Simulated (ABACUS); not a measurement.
## BaTiO3: single point with PBEsol

BaTiO3:

```
Ba Ti O
1.0
     2.82737    1.63238    2.31839
    -2.82737    1.63238    2.31839
     0.00000   -3.26476    2.31839
Ba Ti O
1 1 3
Direct
  0.00000 0.00000 0.00000
  0.48450 0.48450 0.48450
  0.50860 0.01750 0.50860
  0.01750 0.50860 0.50860
  0.50860 0.50860 0.01750
```

```json
{"Program": "ABACUS 3.10.1", "Task": "single point", "Functional": "PBEsol", "Potentials or basis": "PseudoDojo NC SR 0.5 PBE standard", "Cutoff": "1143 eV", "Density cutoff": "4572 eV", "Basis": "plane waves", "k mesh": "6 × 6 × 6", "Occupations": "fermi-dirac, width 0.05 eV", "Spin": "no spin polarisation"}
```

```json
{
 "Pressure": "-1.4 GPa",
 "Largest force": "0.147 eV/Å",
 "Band gap on the k mesh": "2.42 eV, indirect (least direct gap 2.78 eV)"
}
```

Forces in eV/Å, atoms in the order of the input:
```
Ba   0.000  0.000 -0.147
Ti   0.000  0.000  0.097
O    0.060 -0.035  0.017
O   -0.060 -0.035  0.017
O    0.000  0.069  0.017
```

Stress tensor (GPa, compression positive):
```
-1.35  0.00  0.00
 0.00 -1.35  0.00
 0.00  0.00 -1.47
```

Levels at points of the mesh, in eV from the valence-band top:
| k point | band 16 | band 17 | band 18 | band 19 | band 20 | band 21 | band 22 | band 23 | band 24 | band 25 |
| --- | --- | --- | --- | --- | --- | --- | --- | --- | --- | --- |
| (0.00, 0.00, 0.00) | -1.34 | -1.10 | -0.50 | -0.36 | -0.36 | 2.42 | 2.42 | 2.57 | 4.65 | 4.65 |
| (0.50, 0.00, 0.00) | -2.08 | -1.68 | -1.62 | -0.94 | -0.81 | 2.59 | 3.88 | 3.98 | 4.61 | 6.29 |
| (0.50, 0.50, 0.00) | -2.70 | -1.62 | -0.86 | -0.81 | -0.06 | 3.97 | 3.97 | 4.32 | 5.19 | 7.86 |
| (0.50, 0.50, 0.50) | -2.32 | -2.28 | -0.01 | -0.01 | 0.00 | 4.44 | 4.60 | 4.60 | 6.62 | 6.62 |

It took 25 s on 4 MPI ranks on Intel(R) Xeon(R) Platinum 8375C CPU @ 2.90GHz (Ice Lake) (shared host), peak memory 0.6 GiB a rank.

Caveat: the potentials were made for another functional, which shifts forces and pressure; spin-orbit coupling is left out, which moves the levels of the heavy elements. A k mesh can miss the band edges.
